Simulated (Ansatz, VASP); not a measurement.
AlN in VASP and in Ansatz

```
Al N
1.0
     0.00000    2.19058    2.19058
     2.20159   -0.01101    2.20159
     2.20159    2.20159   -0.01101
Al N
1 1
Direct
  0.00000 0.00000 0.00000
  0.75000 0.75000 0.75000
```

Change from the starting cell: strain -0.0100 x Voigt [0, 0, 0, 1, 0, 0], atoms carried along.

Alike in both runs: task single point; functional PBE; k mesh 10 × 10 × 10; occupations gaussian, width 0.05 eV; no spin polarisation.

|  | VASP | Ansatz |
| --- | --- | --- |
| version | VASP 6.6.1 | Ansatz 0.2.0 |
| potentials or method | VASP PAW PBE potentials, release 64 (Al, N) | scalar-relativistic, plane waves, PAW |
| plane-wave cutoff (eV) | 520 | 420 |
| valence electrons in the cell | 8 | 8 |

Ansatz gave:

| Quantity | Value |
| --- | --- |
| gap on the k mesh at the Fermi level (eV) | 3.28 |
| least direct gap on the mesh (eV) | 3.95 |
| pressure (GPa) | 0.0 |
| largest component of the traceless stress (GPa) | 2.13 |
| rms of the force components (eV/Å) | 0.046 |

Question: What did VASP give for the same quantities?

Answer: gap on the k mesh at the Fermi level (eV): 3.28; least direct gap on the mesh (eV): 3.96; pressure (GPa): -0.2; largest component of the traceless stress (GPa): 2.14; rms of the force components (eV/Å): 0.046.

Atom by atom the forces differ by 0.000 eV/Å (rms over components). The functional is the same, so the differences come from potentials, cutoffs and numerics.

A k mesh can miss the band edges.
